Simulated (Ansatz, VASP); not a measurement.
**GaAs in two plane-wave programs**

Aim: how closely do two programs agree when they are given the same cell, functional and k mesh? The cell is taken from a series of VASP runs on this material, whose earlier steps may have relaxed, scaled or displaced it; both programs get it as it stands.

Program: Ansatz 0.2.0. Level of theory: plane waves, with VASP 6.6.1 beside it; band structure at HSE06. Results are calculated unless marked as measured.

## Step 1: The starting structure

Symmetry: F-43m, No. 216, cubic system. The conventional cell has a = 5.654 Å, b = 5.654 Å, c = 5.654 Å, α = 90.00°, β = 90.00°, γ = 90.00°. Nearest to Ga lie 4 As at 2.45 Å. Nearest to As lie 4 Ga at 2.45 Å. Farther neighbours are not listed.

## Step 2: Ansatz: band structure, HSE06

Ansatz runs on its default PAW (the set named soft_2) files.

The same path points are solved in both programs, so levels can be compared one by one.

Input file input.yaml:

```yaml
crystal:
  lattice:
    - [0.0, 2.82685, 2.82685]
    - [2.82685, 0.0, 2.82685]
    - [2.82685, 2.82685, 0.0]
  atoms:
    - { symbol: Ga, position: [0.0, 0.0, 0.0] }
    - { symbol: As, position: [0.75, 0.75, 0.75] }
hamiltonian:
  xc: { exchange: pbe, correlation: pbe, exx: { coeff: 0.25, omega: 0.2 } }
  pseudopotentials: { kind: paw }
kpoints:
  mp_grid: { grid: [4, 4, 4] }
  band_path:
    path:
      - [0.0, 0.0, 0.0]
      - [0.5, 0.0, 0.5]
      - [0.5, 0.21429, 0.71429]
      - [0.41071, 0.33929, 0.75]
      - [0.16071, 0.16071, 0.32143]
      - [0.21429, 0.21429, 0.21429]
      - [0.55357, 0.39286, 0.55357]
      - [0.58929, 0.25, 0.66071]
      - [0.5, 0.28571, 0.71429]
      - [0.5, 0.5, 0.5]
      - [0.375, 0.375, 0.75]
      - [0.5, 0.0, 0.5]
    npoints: 1
scf:
  occupations: { method: gaussian, width: 0.02 }
  n_extra_bands: 7
output:
  forces: true
  stress: true
  eigenvalues: true
```

The run is started by

```sh
$ ansatz run input.yaml --threads 4 --pin off --max-ram 9216MiB --backend cpu --events-out ev --progress --plain --runs-dir out
```

Numbers of over 12 decimals in the logs are rounded to 6 here.

Log:

```text
Warning: output.stress: scf.convergence.dr2_threshold = 1e-7 eV (the SCF's general default) is looser than the 2e-10 eV advised for a printed stress (1e-10 eV for each atom of the cell: 2). What an SCF threshold leaves in a stress goes as its square root, and in the free energy as the threshold itself, and one threshold admits the most on a small cell: [figures from the program's tests cut] Set scf.convergence.dr2_threshold to 2e-10 eV or tighter. The threshold is an SCF's pass mark: one that does not reach it within its budget of iterations ends unconverged, or closes short of it on a stop that the run arms, and scf.convergence.dr2_threshold's page says what that costs each kind of run
Warning: output.stress: scf.exx.energy_threshold = 1e-6 eV is looser than the 2e-8 eV advised for a stress under a hybrid functional (1e-8 eV for each atom of the cell: 2). Every SCF of the exchange loop can meet its threshold on dr2 while the loop round them stops early: no threshold on dr2 bounds what that leaves in the stress. Set scf.exx.energy_threshold to 2e-8 eV or tighter. The threshold is the loop's pass mark: a loop that does not reach it within its budget of cycles ends unconverged, and scf.exx.energy_threshold's page has the law
scf.n_extra_bands = 7 over 14 filled bands (N_el = 28.0): the run solves 21 bands
Engine: ansatz 0.2.0, aarch64-unknown-linux-gnu
Pseudopotentials: kind: paw
Pseudopotential: Ga, paw, valence charge 13, recommended cutoff 420 eV (normal), Ga.paw.azcp
Pseudopotential: As, paw, valence charge 15, recommended cutoff 420 eV (normal), As.paw.azcp
Functional definition: unnamed
  parameter a_1 = 0.25
  parameter omega_1 = 0.2/angstrom
  exchange = pbe_x + (-a_1)*pbe_x_sr(omega_1) + a_1*exact_x_sr(omega_1)
  correlation = pbe_c
Crystal: 2 atoms, lattice volume = 45.179 Å³
Basis set: ecut = 420 eV, 893 PW (Γ), exchange–correlation on 54×54×54 points (8 copies of the dense FFT grid, shifted against one another)
Bands: 21, of which v1, the nominal top of the filled ones, is band 14 counted from 1 (13 counted from 0)
Symmetry: 24 space group operations
Space group: F-43m (ITA 216), of the structure as read, at distance tolerance 3.6e-5 Å
k-points: 8 of 64 (time reversal used)
Non-local potential: Ga, projectors of the file, l = 0: 2, l = 1: 2, l = 2: 3, l = 3: 1
Non-local potential: As, projectors of the file, l = 0: 2, l = 1: 2, l = 2: 3, l = 3: 1
PAW form: soft (Blöchl's): semilocal exchange-correlation on the pseudo side does not see the compensation charge
PAW frozen core: Ga, regenerated for the run's functional, and the local potential with it (the file was generated under x = pbe(κ = 0.804, μ = 0.219515), c = pbe(β = 0.066725))
PAW frozen core: As, regenerated for the run's functional, and the local potential with it (the file was generated under x = pbe(κ = 0.804, μ = 0.219515), c = pbe(β = 0.066725))
PAW one-centre angular grid: Ga, 590 points (default); XC on 64 Gauss nodes
PAW one-centre angular grid: As, 590 points (default); XC on 64 Gauss nodes
Initial density: superposition of atomic densities (neutral atoms: chi_scale 0, normalization atom), corrected by the library's trained network
Initial wavefunctions: pseudopotential atomic-orbital guess
Functional: x = pbe(κ = 0.804, μ = 0.219515), c = pbe(β = 0.066725), warm-up for x = pbe(κ = 0.804, μ = 0.219515) + 0.25 (exact − pbe) at short range (hse, ω = 0.2 Å⁻¹), c = pbe(β = 0.066725)
SCF iter   1: F=—  HF=-8639.661650 eV  |F-HF|=—  |Δ(HF+E_count)|=         —  Δρ=1.59e-3  dr2=4.80e-4  ethr=1.77e-3  ⟨swp⟩=8.1  Hψ=707  notcnv=0
preconditioner: auto → none  [insulator: Δε(μ)=0.511 eV  Ē_g=18.053 eV  σ=0.020 eV  W_gap=1.00  n_scr=14 (ndim 8)  ℏωp=23.4 eV  f_vac=0.086  D(μ)=0.00/eV (n_scr^D=0)]
SCF iter   2: F=—  HF=-8639.661762 eV  |F-HF|=—  |Δ(HF+E_count)|=   1.12e-4  Δρ=6.22e-4  dr2=7.92e-5  ethr=1.71e-6  ⟨swp⟩=5.1  Hψ=530  notcnv=0  defer=3
SCF iter   3: F=-8639.661796 eV  HF=-8639.661802 eV  |F-HF|=5.79e-6  |Δ(HF+E_count)|=   3.98e-5  Δρ=2.29e-4  dr2=1.19e-5  ethr=2.83e-7  ⟨swp⟩=4.0  Hψ=324  notcnv=0  defer=1
SCF 1 stopped early in 3 iterations: F = -8639.661796 eV  dr2 = 1.19e-5
  greatest PAW one-centre occupation: 0.999 electrons in one spin orbital (limit 2), on the As atom at site 1 (counted from 0), in its partial waves of l = 2
Initial density: handed on by an earlier stage of this run
Initial wavefunctions: those handed on with the density
Functional: x = pbe(κ = 0.804, μ = 0.219515) + 0.25 (exact − pbe) at short range (hse, ω = 0.2 Å⁻¹), c = pbe(β = 0.066725)
Exchange kernel: α = 0.2500, screened, ω = 0.2000 Å⁻¹, Wigner–Seitz truncation, v(0) = 1102.6811 eV·Å³, q-mesh 4×4×4, nearest image of the exchange supercell L = 15.99 Å, pair-density grid 15×15×15, without the augmentation charges, whose exchange is taken in its separable form by FFT convolution over the k-point mesh (sized by the pseudopotential files, 24×24×24 at the most), smooth part of the exact exchange by density-matrix convolution
Frozen-core exchange: fock
SCF iter   1: F=—  HF=-8641.464244 eV  |F-HF|=—  |Δ(HF+E_count)|=         —  Δρ=1.32e-2  dr2=3.01e-2  ethr=4.25e-7  ⟨swp⟩=6.8  Hψ=850  notcnv=0
preconditioner: auto → none  [insulator: Δε(μ)=1.396 eV  Ē_g=20.910 eV  σ=0.020 eV  W_gap=1.00  n_scr=14 (ndim 8)  ℏωp=23.4 eV  f_vac=0.089  D(μ)=0.00/eV (n_scr^D=0)]
SCF iter   2: F=—  HF=-8641.443901 eV  |F-HF|=—  |Δ(HF+E_count)|=   2.03e-2  Δρ=2.90e-3  dr2=2.29e-3  ethr=4.25e-7  ⟨swp⟩=4.1  Hψ=614  notcnv=0
SCF iter   3: F=—  HF=-8641.452101 eV  |F-HF|=—  |Δ(HF+E_count)|=   8.20e-3  Δρ=3.14e-3  dr2=1.46e-3  ethr=4.25e-7  ⟨swp⟩=4.1  Hψ=575  notcnv=0
SCF iter   4: F=—  HF=-8641.451963 eV  |F-HF|=—  |Δ(HF+E_count)|=   1.38e-4  Δρ=1.14e-3  dr2=2.48e-4  ethr=4.25e-7  ⟨swp⟩=4.0  Hψ=418  notcnv=0
iter 5 solved again at ethr=4.36e-9 eV; its pass at ethr=4.25e-7 eV (dr2=1.22e-6 eV) is discarded
SCF iter   5: F=—  HF=-8641.451975 eV  |F-HF|=—  |Δ(HF+E_count)|=   1.23e-5  Δρ=3.84e-5  dr2=1.36e-5  ethr=4.36e-9  ⟨swp⟩=3.8  Hψ=687  notcnv=0
SCF iter   6: F=—  HF=-8641.452147 eV  |F-HF|=—  |Δ(HF+E_count)|=   1.72e-4  Δρ=2.12e-4  dr2=8.02e-6  ethr=4.36e-9  ⟨swp⟩=4.2  Hψ=510  notcnv=0
SCF iter   7: F=-8641.452140 eV  HF=-8641.452140 eV  |F-HF|=2.80e-7  |Δ(HF+E_count)|=   6.83e-6  Δρ=1.84e-5  dr2=2.26e-7  ethr=4.36e-9  ⟨swp⟩=4.0  Hψ=395  notcnv=0
SCF 2 stopped early in 7 iterations: F = -8641.452140 eV  dr2 = 2.26e-7
hybrid outer 1: dexx = +9.743e-3 eV, tail = 6.07e-5 eV
Exchange kernel: α = 0.2500, screened, ω = 0.2000 Å⁻¹, Wigner–Seitz truncation, v(0) = 1102.6811 eV·Å³, q-mesh 4×4×4, nearest image of the exchange supercell L = 15.99 Å, pair-density grid 15×15×15, without the augmentation charges, whose exchange is taken in its separable form by FFT convolution over the k-point mesh (sized by the pseudopotential files, 24×24×24 at the most), smooth part of the exact exchange by density-matrix convolution
Frozen-core exchange: fock
SCF iter   1: F=—  HF=-8641.452216 eV  |F-HF|=—  |Δ(HF+E_count)|=         —  Δρ=6.71e-5  dr2=1.86e-6  ethr=1.08e-6  ⟨swp⟩=4.0  Hψ=357  notcnv=0
preconditioner: auto → none  [insulator: Δε(μ)=1.490 eV  Ē_g=20.725 eV  σ=0.020 eV  W_gap=1.00  n_scr=14 (ndim 8)  ℏωp=23.4 eV  f_vac=0.088  D(μ)=0.00/eV (n_scr^D=0)]
SCF iter   2: F=—  HF=-8641.452216 eV  |F-HF|=—  |Δ(HF+E_count)|=   4.10e-7  Δρ=2.50e-5  dr2=2.42e-7  ethr=5.22e-9  ⟨swp⟩=4.0  Hψ=483  notcnv=0
SCF iter   3: F=—  HF=-8641.452217 eV  |F-HF|=—  |Δ(HF+E_count)|=   6.21e-7  Δρ=1.46e-5  dr2=9.91e-8  ethr=4.68e-10  ⟨swp⟩=3.6  Hψ=414  notcnv=0  defer=2
SCF iter   4: F=—  HF=-8641.452217 eV  |F-HF|=—  |Δ(HF+E_count)|=   2.23e-8  Δρ=1.44e-6  dr2=2.19e-9  ethr=3.11e-10  ⟨swp⟩=3.0  Hψ=308  notcnv=0
SCF iter   5: F=-8641.452217 eV  HF=-8641.452217 eV  |F-HF|=9.77e-10  |Δ(HF+E_count)|=   5.30e-9  Δρ=4.61e-7  dr2=1.56e-9  ethr=2.14e-12  ⟨swp⟩=4.0  Hψ=515  notcnv=0
SCF 3 converged in 5 iterations: F = -8641.452217 eV  dr2 = 1.56e-9
  Residual-converged pass: ⟨swp⟩=1.9  Hψ=180  notcnv=0  max |occ|·‖R‖ = 2.4e-6 eV (tolerance 2.4e-6 eV)  dr2=1.56e-9  dr2_onsite=1.31e-9  max |Δocc| = 0.0e0
hybrid outer 2: dexx = +7.650e-7 eV, tail = 3.16e-8 eV, Δε = 2.88e-3 eV (about 1.03e-4 eV left of the loop's levels)
NSCF: frozen V_eff on 12 k-points
hybrid SCF converged: 2 outer / 12 inner (+3 warm-up), last move |dexx| = 7.65e-7 eV, tail = 3.16e-8 eV
Stability not checked: this state was not tested for a lower state beside it, because the functional holds exact exchange (a hybrid, or Hartree-Fock), whose exchange loop this test does not read (fock_operator; see scf.lower_state_search)
Free energy (F): -8641.452217 eV
Frozen-core exchange: fock
Harris-Foulkes:  -8641.452217 eV  (|F-HF|=9.77e-10)
Internal energy: -8641.452217 eV  (E = F + TS)
E sigma→0 (E₀):  -8641.452217 eV
Fermi energy:    8.525924 eV
--- Per-component energies (eV) ---
  E_band       = -386.825719
  E_kinetic    = 218.099427
  E_local      = -3921.350701  (includes V_loc(G=0)·N_el)
  E_nonlocal   = -244.348780
  E_hartree    = 1981.003372
  E_xc         = -119.117781
  E_vxc        = -109.785295  (∫ρ·V_xc dr)
  E_exx        = -109.842943  (= α·E_x^exact, valence–valence)
  E_paw        = -3746.520020  (= ΣΔE_a)
  E_vpaw       = -71.761389  (= ΣTr[D̂ρ^β])
  E_aug_tail   = -0.000141  (compensation charges beyond the density's cutoff)
  E_ewald      = -2698.727786
  E_core_change = -0.646862  (= ΣΔE_core)
  E_smearing   = -0.000000  (= −TS)
  E_closure    = -0.000000  (closes the sum)
  Σ components = -8641.452217   (vs F -8641.452217, Δ=1.82e-12)
--- Forces (eV/Å), atoms counted from 1 ---
  atom   1  Ga    -0.00000000     0.00000000    -0.00000000
  atom   2  As     0.00000000    -0.00000000    -0.00000000
  max |Σ_I F_I| component: 2.35e-16 eV/Å
--- Stress (GPa, compression-positive) ---
        1.410802      -0.000000      -0.000000
       -0.000000       1.410802       0.000000
       -0.000000       0.000000       1.410802
  P = ⅓ Tr σ = 1.4108 GPa (14.108 kbar)
--- Band table (eV; the first three rows and the last of 8) ---
  k-point 0: bands = [... 10 lower, -6.1555, 7.7801, 7.7801, 7.7801, 9.2714, 12.3408, 12.3408, 12.3408, ... 3 higher]
  k-point 1: bands = [... 10 lower, -5.4074, 3.3972, 7.0575, 7.0575, 10.0845, 13.2590, 13.2590, 14.7528, ... 3 higher]
  k-point 2: bands = [... 10 lower, -4.2282, 0.5732, 6.5463, 6.5463, 9.5944, 13.2629, 13.2629, 16.4518, ... 3 higher]
  k-point 7: bands = [... 10 lower, -3.3393, 0.6160, 3.9531, 4.1876, 13.2671, 13.4469, 14.1969, 14.6694, ... 3 higher]
```

Wall time 20 s (4 threads of Arm Neoverse V2, shared host); peak memory 0.71 GiB; 72 s of CPU time.

## Step 3: VASP: band structure, HSE06

The same cell, functional, mesh and smearing now go to VASP, with its own data sets and cutoff.

Lines of VASP's logs that name or quote its potential files are left out, and so is its time.

The run reads the wave functions of an earlier VASP run, which isn't shown here.

Input file INCAR:

```
SYSTEM = GaAs
PREC = Accurate
ENCUT = 400
EDIFF = 1E-06
NELM = 100
ISMEAR = 0
SIGMA = 0.02
LREAL = .FALSE.
ALGO = Normal
LHFCALC = .TRUE.
AEXX = 0.25
GGA = PE
HFSCREEN = 0.2
LASPH = .TRUE.
NBANDS = 15
PRECFOCK = Fast
LORBIT = 11
LWAVE = .FALSE.
LCHARG = .FALSE.
KPAR = 4
ISIF = 2
```

Input file POSCAR:

```
GaAs
1.0
    0.0000000000      2.8268500000      2.8268500000
    2.8268500000      0.0000000000      2.8268500000
    2.8268500000      2.8268500000      0.0000000000
Ga As
1 1
Direct
    0.0000000000      0.0000000000      0.0000000000
    0.7500000000      0.7500000000      0.7500000000
```

Input file KPOINTS:

```
Automatic mesh
0
Gamma
4 4 4
0 0 0
```

Input file KPOINTS_OPT:

```
Line mode
8
Line-mode
Reciprocal
  0.00000000   0.00000000   0.00000000 GAMMA
  0.50000000   0.00000000   0.50000000 X

  0.50000000   0.00000000   0.50000000 X
  0.50000000   0.25000000   0.75000000 W

  0.50000000   0.25000000   0.75000000 W
  0.37500000   0.37500000   0.75000000 K

  0.37500000   0.37500000   0.75000000 K
  0.00000000   0.00000000   0.00000000 GAMMA

  0.00000000   0.00000000   0.00000000 GAMMA
  0.50000000   0.50000000   0.50000000 L

  0.50000000   0.50000000   0.50000000 L
  0.62500000   0.25000000   0.62500000 U

  0.62500000   0.25000000   0.62500000 U
  0.50000000   0.25000000   0.75000000 W

  0.50000000   0.25000000   0.75000000 W
  0.50000000   0.50000000   0.50000000 L

  0.50000000   0.50000000   0.50000000 L
  0.37500000   0.37500000   0.75000000 K

  0.62500000   0.25000000   0.62500000 U
  0.50000000   0.00000000   0.50000000 X
```

PAW data sets: Ga_d and As (PBE family, release 64).

The run is started by

```sh
$ mpirun -np 4 vasp_std
```

Log:

```text
[banner, memory and clock lines left out]
running    4 mpi-ranks, on    1 nodes
 distrk:  each k-point on    1 cores,    4 groups
 distr:  one band on    1 cores,    1 groups

 POSCAR found type information on POSCAR GaAs
 POSCAR found :  2 types and       2 ions
 LDA part: xc-table for (Slater+PW92), standard interpolation
 found WAVECAR, reading the header
 POSCAR, INCAR and KPOINTS ok, starting setup
 FFT: planning ... GRIDC
 FFT: planning ... GRID_SOFT
 FFT: planning ... GRID
 reading WAVECAR
 the WAVECAR file was read successfully
 initial charge from wavefunction
 entering main loop
       N       E                     dE             d eps       ncg     rms          rms(c)
DAV:   1    -0.974425346605E+01   -0.97443E+01   -0.71429E-01   367   0.162E+01    0.224E+00
DAV:   2    -0.974114904401E+01    0.31044E-02   -0.49169E-02   343   0.350E+00    0.152E+00
DAV:   3    -0.973906615428E+01    0.20829E-02   -0.53657E-03   324   0.124E+00    0.897E-01
DAV:   4    -0.973855279909E+01    0.51336E-03   -0.76313E-04   318   0.306E-01    0.505E-01
DAV:   5    -0.973840533943E+01    0.14746E-03   -0.12846E-04   275   0.929E-02    0.291E-01
DAV:   6    -0.973836441619E+01    0.40923E-04   -0.27392E-05   297   0.444E-02    0.164E-01
DAV:   7    -0.973835053883E+01    0.13877E-04   -0.56032E-06   261   0.215E-02    0.922E-02
DAV:   8    -0.973834505435E+01    0.54845E-05   -0.17145E-06   261   0.105E-02    0.510E-02
DAV:   9    -0.973834322364E+01    0.18307E-05   -0.60555E-07   134   0.546E-03    0.284E-02
DAV:  10    -0.973834270558E+01    0.51805E-06   -0.30677E-07   141   0.410E-03
   1 F= -.97383427E+01 E0= -.97383427E+01  d E =-.661790E-31
 Start KPOINTS_OPT (optional k-point list driver)
k-point batch [1-8\80]
       N       E                     dE             ncg
DAV:   1    -0.346962197179E+03   -0.25088E+04      240
DAV:   2    -0.113612563906E+04   -0.78916E+03      240
DAV:   3    -0.120168550727E+04   -0.65560E+02      303
DAV:   4    -0.120336827814E+04   -0.16828E+01      290
DAV:   5    -0.120338742037E+04   -0.19142E-01      324
DAV:   6    -0.120338780584E+04   -0.38547E-03      364
DAV:   7    -0.120338781175E+04   -0.59111E-05      293
DAV:   8    -0.120338781195E+04   -0.19465E-06      267
[...]
k-point batch [73-80\80]
       N       E                     dE             ncg
DAV:   1    -0.466091904383E+03   -0.53568E+04      240
DAV:   2    -0.122451391372E+04   -0.75842E+03      282
DAV:   3    -0.127756690070E+04   -0.53053E+02      289
DAV:   4    -0.127868592937E+04   -0.11190E+01      303
DAV:   5    -0.127870176596E+04   -0.15837E-01      310
DAV:   6    -0.127870226526E+04   -0.49930E-03      358
DAV:   7    -0.127870227188E+04   -0.66229E-05      293
DAV:   8    -0.127870227207E+04   -0.19030E-06      247
```

(Continued in part 2 of 2.)

[Lines on the potential files, build, host, timing and source positions are cut from VASP's logs without a mark.]

[Logs are printed without paths, hosts, clocks, repeated set-up lines and the standing remarks that a program may print on its own settings, such as how far it seeks lower states.]

[Hosts, paths, dates, database ids (printed as entryN), source tags and the programs' standing remarks are cut or masked in the printed files.]
